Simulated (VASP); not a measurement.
Here is the system:

```
CELL_PARAMETERS angstrom
      2.65875     0.00000     0.00000
      0.00000     2.65875     0.00000
      0.00000     0.00000     3.65465
ATOMIC_POSITIONS crystal
  Co 0.00000 0.00000 0.00000
  Pt 0.50000 0.50000 0.50000
```
Starting moments (μB, in the order of the record's atoms Co Pt): 1.8 0.4.

Calculation: PBEsol GGA, VASP's PBE PAW potentials (set 64) (plane waves; VASP). Settings: 520 eV cut-off, Gaussian smearing of 0.050 eV, potentials Co Pt.

**Question.** Give the spin-up energies of bands 1 to 12 at the high-symmetry points, in eV from the Fermi level.

**Answer.** 
```
band       Γ      X      M      Z      R      A
----  ------  -----  -----  -----  -----  -----
1     -10.09  -6.57  -7.34  -8.23  -6.97  -6.60
2      -6.63  -5.18  -5.97  -6.22  -6.83  -5.22
3      -6.61  -4.77  -5.97  -5.94  -3.80  -5.22
4      -3.47  -4.41  -5.82  -3.58  -3.74  -3.98
5      -3.47  -3.37  -1.08  -2.91  -3.44  -3.42
6      -2.96  -3.13  -0.98  -2.29  -2.79  -3.42
7      -1.96  -2.84  -0.42  -2.24  -1.07  -1.91
8      -1.62  -2.33  -0.42  -2.24  -0.80  -1.76
9      -0.41  -2.05  -0.38  -2.22  -0.67  -1.08
10     -0.32  -1.65   0.79  -2.22  -0.56   0.80
11     -0.32   0.22   1.66  -1.66  -0.41   7.13
12      2.24   2.39   1.66  -0.76  -0.30   7.13
```

**Question.** Give the spin-down energies of bands 1 to 12 at the high-symmetry points, in eV from the Fermi level.

**Answer.** 
| band | Γ | X | M | Z | R | A |
|---|---|---|---|---|---|---|
| 1 | -10.02 | -6.43 | -7.08 | -8.16 | -6.67 | -6.43 |
| 2 | -6.31 | -4.95 | -5.37 | -5.98 | -6.45 | -5.00 |
| 3 | -6.27 | -4.58 | -5.37 | -5.75 | -3.16 | -5.00 |
| 4 | -2.59 | -3.90 | -5.16 | -2.69 | -3.08 | -2.65 |
| 5 | -2.59 | -2.59 | 0.67 | -2.07 | -2.52 | -1.90 |
| 6 | -1.46 | -1.78 | 0.77 | -1.95 | -1.24 | -1.90 |
| 7 | -0.84 | -1.69 | 0.85 | -1.95 | -0.63 | -1.50 |
| 8 | -0.22 | -1.34 | 1.14 | -0.80 | -0.53 | -0.27 |
| 9 | 0.73 | -0.50 | 1.17 | -0.48 | 0.68 | 0.86 |
| 10 | 1.11 | -0.08 | 1.17 | -0.30 | 0.70 | 1.15 |
| 11 | 1.11 | 1.73 | 1.73 | -0.30 | 0.82 | 7.63 |
| 12 | 2.33 | 2.68 | 1.73 | 0.31 | 0.87 | 7.63 |

It has no gap at this level: it comes out as a metal or semimetal.

The compound is CoPt in the L1_0 structure. It was relaxed first.
